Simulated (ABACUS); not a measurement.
# CaSe (Fm-3m) in ABACUS: further runs

The runs below take CaSe through equation of state, with PBE.

Program: ABACUS 3.10.1. These are calculated values, not measurements. Logs are shortened: lines on timing, memory, paths and dates and some standing lists are left out, and cuts for length are marked.

**1. The structure**

Symmetry: Fm-3m, No. 225, cubic system. Conventional cell: a = 5.912 Å, b = 5.912 Å, c = 5.912 Å, α = 90.00°, β = 90.00°, γ = 90.00°. Se (site symmetry m-3m) has 6 Ca at 2.96 Å as nearest neighbours. Around Ca (site symmetry m-3m) lie 6 Se at 2.96 Å.

**2. Equation of state, PBE, 24.28 Å³/atom (volume scaled by 0.94)**

Contents of INPUT:

```
INPUT_PARAMETERS
suffix              CaSe
calculation         scf
basis_type          lcao
pseudo_dir          ./
orbital_dir         ./
symmetry            1
dft_functional      pbe
ecutwfc             100
pseudo_rcut         10
nspin               1
nbands              17
ks_solver           genelpa
smearing_method     fd
smearing_sigma      0.00367493
scf_thr             1e-07
scf_nmax            100
mixing_type         broyden
mixing_beta         0.7
cal_force           1
cal_stress          1
out_mul             1
```

Contents of STRU:

```
ATOMIC_SPECIES
Se 78.9710 Se.upf
Ca 40.0780 Ca.upf

NUMERICAL_ORBITAL
Se_confined-atom_7au_2s2p2d.orb
Ca_confined-atom_9au_3s2p2d.orb

LATTICE_CONSTANT
1.8897261246

LATTICE_VECTORS
0.0000000000 2.8956565374 2.8956565374
2.8956565374 0.0000000000 2.8956565374
2.8956565374 2.8956565374 0.0000000000

ATOMIC_POSITIONS
Direct

Se
0.0
1
0.5000000000 0.5000000000 0.5000000000 1 1 1

Ca
0.0
1
0.0000000000 0.0000000000 0.0000000000 1 1 1
```

Contents of KPT:

```
K_POINTS
0
Gamma
8 8 8 0 0 0
```

Potentials or basis: PseudoDojo NC SR 0.4.1 PBE standard, DZP LCAO (the cutoffs set its grid).

Command:

```
$ OMP_NUM_THREADS=1 mpirun -np 4 abacus > log
```

running log:

```text
ABACUS v3.10.1

               Atomic-orbital Based Ab-initio Computation at UStc

 ------------------------------------------------------------------------------------

 READING GENERAL INFORMATION
                           global_out_dir = OUT.CaSe/
                           global_in_card = INPUT
                               pseudo_dir = ./
[... 8 lines left out ...]

 READING ATOM TYPE 1
                               atom label = Se
                      L=0, number of zeta = 2
                      L=1, number of zeta = 2
                      L=2, number of zeta = 2
             number of atom for this type = 1

 READING ATOM TYPE 2
                               atom label = Ca
                      L=0, number of zeta = 3
                      L=1, number of zeta = 2
                      L=2, number of zeta = 2
             number of atom for this type = 1

                        TOTAL ATOM NUMBER = 2
DIRECT COORDINATES
    atom                   x                   y                   z     mag                  vx                  vy                  vz
taud_Se1            0.5000000000        0.5000000000        0.5000000000  0.0000        0.0000000000        0.0000000000        0.0000000000
taud_Ca1            0.0000000000        0.0000000000        0.0000000000  0.0000        0.0000000000        0.0000000000        0.0000000000

                          Volume (Bohr^3) = 327.693
                             Volume (A^3) = 48.5591

 Lattice vectors: (Cartesian coordinate: in unit of a_0)
                   +0            +2.89566            +2.89566
             +2.89566                  +0            +2.89566
             +2.89566            +2.89566                  +0
 Reciprocal vectors: (Cartesian coordinate: in unit of 2 pi/a_0)
            -0.172672           +0.172672           +0.172672
            +0.172672           -0.172672           +0.172672
            +0.172672           +0.172672           -0.172672
 The esolver type has been set to : ksdft_lcao

                PAO radial cut off (Bohr) = 10

 Read in pseudopotential file is Se.upf
                     pseudopotential type = NC
          exchange-correlation functional = PBE
                 nonlocal core correction = 1
                        valence electrons = 16
                                     lmax = 2
                           number of zeta = 3
[... 7 lines left out ...]
                PAO radial cut off (Bohr) = 10

 Read in pseudopotential file is Ca.upf
                     pseudopotential type = NC
          exchange-correlation functional = PBE
                 nonlocal core correction = 1
                        valence electrons = 10
                                     lmax = 2
                           number of zeta = 3
[... 5 lines left out ...]
                           L of projector = 2
[... 169 lines left out ...]
              searching radius is (Bohr)) = 21.9
         searching radius unit is (Bohr)) = 1.89
                         PeriodicBoundary = 1
                        Radius(unit:lat0) = 11.6
                                   glayer = [ 5, 5, 5 ]
                             glayer_minus = [ 4, 4, 4 ]

Find the coordinate range of the input atom(unit:lat0).
                                  min_tau = [ -23.2, -23.2, -23.2 ]
                                  max_tau = [ 26.1, 26.1, 26.1 ]
                                BoxNumber = [ 9, 9, 9 ]

 SETUP EXTENDED REAL SPACE GRID FOR GRID INTEGRATION
                          real space grid = [ 50, 50, 50 ]
                 big cell numbers in grid = [ 10, 10, 10 ]
             meshcell numbers in big cell = [ 5, 5, 5 ]
                        extended fft grid = [ 15, 15, 15 ]
                dimension of extened grid = [ 41, 41, 41 ]
                            UnitCellTotal = 125
              Atom number in sub-FFT-grid = 2
    Local orbitals number in sub-FFT-grid = 37
                                ParaV.nnr = 24315
                                 init_chg = atomic

 LCAO ALGORITHM --------------- ION=   1  ELEC=   1--------------------------------

 Density error is 0.040311783142
----------------------------------------------------------
     Energy           Rydberg                 eV
----------------------------------------------------------
 E_KohnSham     -320.1733853234      -4356.1823883476
 E_Harris       -318.1873796032      -4329.1613942930
 E_Fermi        0.6427885617         8.7455870483
----------------------------------------------------------
[... 80 lines left out ...]
 Density error is 3.52204449218e-09
----------------------------------------------------------
     Energy           Rydberg                 eV
----------------------------------------------------------
 E_KohnSham     -320.1802695533      -4356.2760531011
 E_KS(sigma->0) -320.1802695533      -4356.2760531010
 E_Harris       -320.1802697588      -4356.2760558973
 E_band         -35.4316480494       -482.0723030031
 E_one_elec     -164.4662894125      -2237.6786649267
 E_Hartree      88.6101476315        1205.6029084090
 E_xc           -63.3184428697       -861.4916115155
 E_Ewald        -181.0056849026      -2462.7086850677
 E_entropy(-TS) -0.0000000000        -0.0000000002
 E_descf        0.0000000000         0.0000000000
 E_exx          0.0000000000         0.0000000000
 E_Fermi        0.6745513542         9.1777420103
----------------------------------------------------------

 charge density convergence is achieved
 final etot is -4356.2760531 eV
 EFERMI = 9.1777420103 eV

 STATE ENERGY(eV) AND OCCUPATIONS    NSPIN == 1
 1/29 kpoint (Cartesian) = 0.0000 0.0000 0.0000 (1390 pws)
       1       -37.7257     0.00390625
       2       -37.7257     0.00390625
       3       -37.7115     0.00390625
       4       -37.7115     0.00390625
       5       -37.7115     0.00390625
       6       -31.3892     0.00390625
[... 9 lines left out ...]
      16        11.8952    9.72581e-27
[... 82 lines left out ...]
       4       -37.7114      0.0234375
       5       -37.7114      0.0234375
       6       -31.3873      0.0234375
[... 9 lines left out ...]
      16        12.5205    2.16205e-31
      17        12.5205    2.16205e-31

[... levels at 23 further k points ...]

 correction force for each atom along direction 1 is 1.20739e-14
 correction force for each atom along direction 2 is -1.54914e-14
 correction force for each atom along direction 3 is -2.01927e-14
------------------------------------------------------------------------------------------
 TOTAL-FORCE (eV/Angstrom)
------------------------------------------------------------------------------------------
                       Se1         0.0000000000         0.0000000000         0.0000000000
                       Ca1         0.0000000000         0.0000000000         0.0000000000
------------------------------------------------------------------------------------------

----------------------------------------------------------------
 TOTAL-STRESS (KBAR)
----------------------------------------------------------------
        54.3564808699         0.0000000000        -0.0000000000
        -0.0000000000        54.3564808699         0.0000000000
        -0.0000000000         0.0000000000        54.3564808699
----------------------------------------------------------------
 TOTAL-PRESSURE: 54.356481 KBAR

 --------------------------------------------
 !FINAL_ETOT_IS -4356.2760531011126659 eV
 --------------------------------------------
```

mulliken.txt:

```text
 0
CALCULATE THE MULLIkEN ANALYSIS FOR EACH ATOM
 Total charge:	26
Decomposed Mulliken populations
0                             Zeta of Se              Spin 1
[... 52 lines left out ...]
dx^2-y^2                               0              0.1383
dxy                                    0              0.0545
SUM OVER M                                            0.4514
dz^2                                   1              0.0058
dxz                                    1              0.0179
dyz                                    1              0.0166
dx^2-y^2                               1              0.0144
dxy                                    1              0.0322
SUM OVER M                                            0.0868
SUM OVER M+Zeta                                       0.5383

SUM OVER M+Zeta+L                                     9.1243

Total Charge on atom:                 Ca              9.1243
```

Run time: 7.5 s. Hardware: 4 MPI ranks of Intel Xeon at 2.60GHz (Ice Lake), shared host; peak memory 0.48 GiB.

Results:

* Free energy: -4356.2761 eV
* Pressure: 5.4 GPa
* Band gap on the k mesh: 1.85 eV, indirect (least direct gap 2.86 eV)
* Mulliken charges: Se -0.88; Ca +0.88 e

Caveat: the atomic orbitals were generated for these runs and aren't a published set; Mulliken charges move with the basis; the basis of atomic orbitals isn't converged, which shifts pressures, moduli and gaps.

**3. Equation of state, PBE, 24.80 Å³/atom (volume scaled by 0.96)**

INPUT is that of step 2.

Edit STRU of step 2 so:

```diff
@@ -12,5 +12,5 @@
 LATTICE_VECTORS
-0.0000000000 2.8956565374 2.8956565374
-2.8956565374 0.0000000000 2.8956565374
-2.8956565374 2.8956565374 0.0000000000
+0.0000000000 2.9160491567 2.9160491567
+2.9160491567 0.0000000000 2.9160491567
+2.9160491567 2.9160491567 0.0000000000
```

KPT is that of step 2.

Potentials or basis: PseudoDojo NC SR 0.4.1 PBE standard, DZP LCAO (the cutoffs set its grid).

Command:

```
$ OMP_NUM_THREADS=1 mpirun -np 4 abacus > log
```

Run time: 7.3 s. Hardware: 4 MPI ranks of Intel Xeon at 2.60GHz (Ice Lake), shared host; peak memory 0.48 GiB.

It converged, with:

- Free energy: -4356.3062 eV
- Pressure: 4.0 GPa
- Band gap on the k mesh: 1.91 eV, indirect (least direct gap 2.90 eV)
- Mulliken charges: Se -0.87; Ca +0.87 e

Caveat: the atomic orbitals were generated for these runs and aren't a published set; Mulliken charges move with the basis; the basis of atomic orbitals isn't converged, which shifts pressures, moduli and gaps.

**4. Equation of state, PBE, 25.31 Å³/atom (volume scaled by 0.98)**

INPUT is that of step 3.

Edit STRU of step 3 so:

```diff
@@ -12,5 +12,5 @@
 LATTICE_VECTORS
-0.0000000000 2.9160491567 2.9160491567
-2.9160491567 0.0000000000 2.9160491567
-2.9160491567 2.9160491567 0.0000000000
+0.0000000000 2.9361604760 2.9361604760
+2.9361604760 0.0000000000 2.9361604760
+2.9361604760 2.9361604760 0.0000000000
```

KPT is that of step 3.

Command:

```
$ OMP_NUM_THREADS=1 mpirun -np 4 abacus > log
```

Wall time 7.1 s (4 MPI ranks of Intel Xeon at 2.60GHz (Ice Lake), shared host); peak memory 0.48 GiB.

Results (log left out):

* Free energy: -4356.3283 eV
* Pressure: 2.8 GPa
* Band gap on the k mesh: 1.96 eV, indirect (least direct gap 2.94 eV)
* Mulliken charges: Se -0.87; Ca +0.87 e

Caveat: the atomic orbitals were generated for these runs and aren't a published set; Mulliken charges move with the basis; the basis of atomic orbitals isn't converged, which shifts pressures, moduli and gaps.

**5. Equation of state, PBE, 25.83 Å³/atom**

INPUT is that of step 4.

Edit STRU of step 4 so:

```diff
@@ -12,5 +12,5 @@
 LATTICE_VECTORS
-0.0000000000 2.9361604760 2.9361604760
-2.9361604760 0.0000000000 2.9361604760
-2.9361604760 2.9361604760 0.0000000000
+0.0000000000 2.9560000000 2.9560000000
+2.9560000000 0.0000000000 2.9560000000
+2.9560000000 2.9560000000 0.0000000000
```

KPT is that of step 4.

Command:

```
$ OMP_NUM_THREADS=1 mpirun -np 4 abacus > log
```

Wall time 8.4 s (4 MPI ranks of Intel Xeon at 2.60GHz (Ice Lake), shared host); peak memory 0.52 GiB.

The run converged. Its results:

* Free energy: -4356.3426 eV
* Pressure: 1.6 GPa
* Band gap on the k mesh: 2.02 eV, indirect (least direct gap 2.97 eV)
* Mulliken charges: Se -0.87; Ca +0.87 e

Caveat: the atomic orbitals were generated for these runs and aren't a published set; Mulliken charges move with the basis; the basis of atomic orbitals isn't converged, which shifts pressures, moduli and gaps.

**6. Equation of state, PBE, 26.35 Å³/atom (volume scaled by 1.02)**

INPUT is that of step 5.

Edit STRU of step 5 so:

```diff
@@ -12,5 +12,5 @@
 LATTICE_VECTORS
-0.0000000000 2.9560000000 2.9560000000
-2.9560000000 0.0000000000 2.9560000000
-2.9560000000 2.9560000000 0.0000000000
+0.0000000000 2.9755767295 2.9755767295
+2.9755767295 0.0000000000 2.9755767295
+2.9755767295 2.9755767295 0.0000000000
```

KPT is that of step 5.

Potentials or basis: PseudoDojo NC SR 0.4.1 PBE standard, DZP LCAO (the cutoffs set its grid).

Command:

```
$ OMP_NUM_THREADS=1 mpirun -np 4 abacus > log
```

It took 8.3 s on 4 MPI ranks of Intel Xeon at 2.60GHz (Ice Lake), shared host; peak memory 0.52 GiB.

Results (log left out):

```yaml
Free_energy: -4356.3494 eV
Pressure: 0.6 GPa
Band_gap_on_the_k_mesh: 2.06 eV, indirect (least direct gap 3.00 eV)
Mulliken_charges: Se -0.87; Ca +0.87 e
```

Caveat: the atomic orbitals were generated for these runs and aren't a published set; Mulliken charges move with the basis; the basis of atomic orbitals isn't converged, which shifts pressures, moduli and gaps.

**7. Equation of state, PBE, 26.86 Å³/atom (volume scaled by 1.04)**

INPUT is that of step 6.

Edit STRU of step 6 so:

```diff
@@ -12,5 +12,5 @@
 LATTICE_VECTORS
-0.0000000000 2.9755767295 2.9755767295
-2.9755767295 0.0000000000 2.9755767295
-2.9755767295 2.9755767295 0.0000000000
+0.0000000000 2.9948991977 2.9948991977
+2.9948991977 0.0000000000 2.9948991977
+2.9948991977 2.9948991977 0.0000000000
```

KPT is that of step 6.

Command:

```
$ OMP_NUM_THREADS=1 mpirun -np 4 abacus > log
```

It took 7.8 s on 4 MPI ranks of Intel Xeon at 2.60GHz (Ice Lake), shared host; peak memory 0.52 GiB.

The run converged. Its results:

```yaml
Free_energy: -4356.3501 eV
Pressure: -0.3 GPa
Band_gap_on_the_k_mesh: 2.11 eV, indirect (least direct gap 3.02 eV)
Mulliken_charges: Se -0.86; Ca +0.86 e
```

Caveat: the atomic orbitals were generated for these runs and aren't a published set; Mulliken charges move with the basis; the basis of atomic orbitals isn't converged, which shifts pressures, moduli and gaps.

**8. Equation of state, PBE, 27.38 Å³/atom (volume scaled by 1.06)**

INPUT is that of step 7.

Edit STRU of step 7 so:

```diff
@@ -12,5 +12,5 @@
 LATTICE_VECTORS
-0.0000000000 2.9948991977 2.9948991977
-2.9948991977 0.0000000000 2.9948991977
-2.9948991977 2.9948991977 0.0000000000
+0.0000000000 3.0139755031 3.0139755031
+3.0139755031 0.0000000000 3.0139755031
+3.0139755031 3.0139755031 0.0000000000
```

KPT is that of step 7.

Command:

```
$ OMP_NUM_THREADS=1 mpirun -np 4 abacus > log
```

It took 7.9 s on 4 MPI ranks of Intel Xeon at 2.60GHz (Ice Lake), shared host; peak memory 0.52 GiB.

It converged, with:

```yaml
Free_energy: -4356.3452 eV
Pressure: -1.2 GPa
Band_gap_on_the_k_mesh: 2.15 eV, indirect (least direct gap 3.04 eV)
Mulliken_charges: Se -0.86; Ca +0.86 e
```

Caveat: the atomic orbitals were generated for these runs and aren't a published set; Mulliken charges move with the basis; the basis of atomic orbitals isn't converged, which shifts pressures, moduli and gaps.

**9. Equation of state, PBE**

Potentials or basis: PseudoDojo NC SR 0.4.1 PBE standard, DZP LCAO (the cutoffs set its grid).

This step only gathers the single runs of the series.

Results:

```yaml
Equilibrium_volume: 26.66 Å³/atom
Bulk_modulus: 48 GPa
Pressure_derivative_of_the_bulk_modulus: "3.8 (rough: it moves with the points fitted)"
```

Energy against volume, from the lowest point:
| volume (Å³/atom) | energy (meV/atom) |
| --- | --- |
| 24.280 | 37.04 |
| 24.796 | 21.97 |
| 25.313 | 10.94 |
| 25.829 | 3.79 |
| 26.346 | 0.36 |
| 26.863 | 0.00 |
| 27.379 | 2.48 |

Caveat: the atomic orbitals were generated for these runs and aren't a published set; the basis of atomic orbitals isn't converged, which shifts pressures, moduli and gaps.
